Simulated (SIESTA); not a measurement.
The system is Ge.

```
CELL_PARAMETERS angstrom
0.00000 2.82891 2.82891
2.82891 0.00000 2.82891
2.82891 2.82891 0.00000
ATOMIC_POSITIONS crystal
Ge 0.75000 0.75000 0.75000
Ge 0.50000 0.50000 0.50000
```

| Quantity | Value |
| --- | --- |
| Program | SIESTA 5.4.2 |
| Task | relaxation of cell and atoms |
| Functional | PBE |
| Potentials or basis | PseudoDojo 0.4 standard (PBE files) |
| Basis | TZP (energy shift 0.01 Ry) |
| Grid cutoff | 800 Ry |
| Energy shift | 0.01 Ry |
| k mesh | 8 × 8 × 8 |
| Occupations | fermi-dirac, width 0.05 eV |
| Spin | no spin polarisation |

At the start: pressure 4.6 GPa; volume 22.64 Å³/atom.

Q: Where does the relaxation end?

A: Over 4 steps the energy falls by 16.5 meV/atom and the volume is 23.86 Å³/atom (+5.4 %); space group Fd-3m (No. 227, to 0.05 Å).

Step by step:
| step | energy change (eV) | largest force (eV/Å) | pressure (GPa) | volume (Å³) |
| --- | --- | --- | --- | --- |
| 1 | 0.0000 | 0.0001 | 4.56 | 45.28 |
| 2 | -0.0152 | 0.0003 | 3.24 | 45.91 |
| 3 | -0.0329 | 0.0006 | 0.25 | 47.57 |
| 4 | -0.0330 | 0.0007 | 0.02 | 47.71 |

Final structure:
```xyz
2
Lattice="0.0002 2.8789 2.8789 2.8789 0.0002 2.8789 2.8789 2.8789 0.0002" Properties=species:S:1:pos:R:3 pbc="T T T"
Ge    4.3184    4.3184    4.3184
Ge    2.8790    2.8790    2.8790
```

Caveat: semicore shells carry a single zeta, which can move pressures by several GPa and volumes by a few percent; the basis of atomic orbitals isn't converged, which shifts pressures, moduli and gaps.
